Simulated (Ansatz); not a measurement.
Crystal: Fe.

```xyz
1
Lattice="0.0000 1.9417 1.9651 1.4984 0.0000 1.9651 1.4984 1.9417 0.0000" Properties=species:S:1:pos:R:3 pbc="T T T"
Fe    0.0000    0.0000    0.0000
```

| Quantity | Value |
| --- | --- |
| Program | Ansatz 0.2.0 |
| Task | relaxation of cell and atoms |
| Functional | revPBE |
| Potentials or basis | Ansatz PAW |
| Cutoff | 420 eV (not typed: the program's choice for these potentials) |
| k mesh | 13 × 13 × 13 |
| Occupations | fermi-dirac, width 0.05 eV |
| Spin | collinear spin, ferromagnetic start |
| Starting moments | [3.0] μB |

At the start: volume 11.44 Å³/atom.

Question: Where does the relaxation end?

Answer: It ends after 8 steps and the volume is 11.57 Å³/atom (+1.2 %); space group Im-3m (No. 229, to 0.05 Å); moment 2.17 μB per cell.

Step by step:
| step | energy change (eV) | largest force (eV/Å) | volume (Å³) |
| --- | --- | --- | --- |
| 1 | 0.0000 | 0.0000 | 11.44 |
| 2 | -0.0114 | 0.0000 | 11.55 |
| 3 | -0.0167 | 0.0000 | 11.51 |
| 4 | -0.0184 | 0.0000 | 11.57 |
| 5 | -0.0185 | 0.0000 | 11.57 |
| 6 | -0.0187 | 0.0000 | 11.57 |
| 7 | -0.0187 | 0.0000 | 11.57 |
| 8 | -0.0187 | 0.0000 | 11.57 |

Final structure:
```xyz
1
Lattice="0.0000 2.0151 2.0151 1.4249 0.0000 2.0151 1.4249 2.0151 0.0000" Properties=species:S:1:pos:R:3 pbc="T T T"
Fe    0.0000    0.0000    0.0000
```

Caveat: the plane-wave basis is chosen anew once the cell has moved, so the energies of steps on either side of that aren't comparable; the PAW data sets come from PBE, with cores solved anew for the run's functional, which leaves a small shift of forces and pressure.
